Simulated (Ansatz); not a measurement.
# Ionic part of the dielectric constant of MgTe at 16 GPa, mode by mode

Theory: DFT LDA, scalar-relativistic, plane waves, PAW in Ansatz. Cutoff 420 eV, 8×8×8 k-points (Γ-centred), fixed occupations. No spin polarisation. Phonons by linear response, acoustic sum rule imposed.

It takes space group F-43m (No. 216, cubic). The conventional cell has a = 5.864 Å, b = 5.864 Å, c = 5.864 Å, α = 90.00°, β = 90.00°, γ = 90.00°. Mg (site symmetry -43m) is surrounded by 4 Te at 2.54 Å. Te (site symmetry -43m) has 4 Mg at 2.54 Å as nearest neighbours.

Spin–orbit coupling is left out, which matters for heavy elements. Other phases may be more stable at this pressure.

The primitive cell has V = 50.41 Å³ and ε∞,xx = 5.920. Each polar mode adds Δε = (4.92064×10⁷/V)·S/ν² along x, with S its oscillator strength in e²/amu, ν in cm⁻¹ and V in Å³.

Task: From these modes, find each Δε and ε0,xx.
```
ν (cm⁻¹) S_xx (e²/amu)
   344.7         0.1365
```

Result:
| ν (cm⁻¹) | Δε |
| --- | --- |
| 344.7 | 1.12 |

The sum is 1.121, so ε0,xx = 7.04; the run's tensor has 7.04.

Task: Where do the longitudinal modes lie for a wave vector along x?

Result: At 376 cm⁻¹. The Lyddane–Sachs–Teller product Π(ν_LO/ν_TO)² = 1.19 matches ε0/ε∞ = 1.19.

This zinc-blende form isn't the usual stable structure of the compound at low pressure.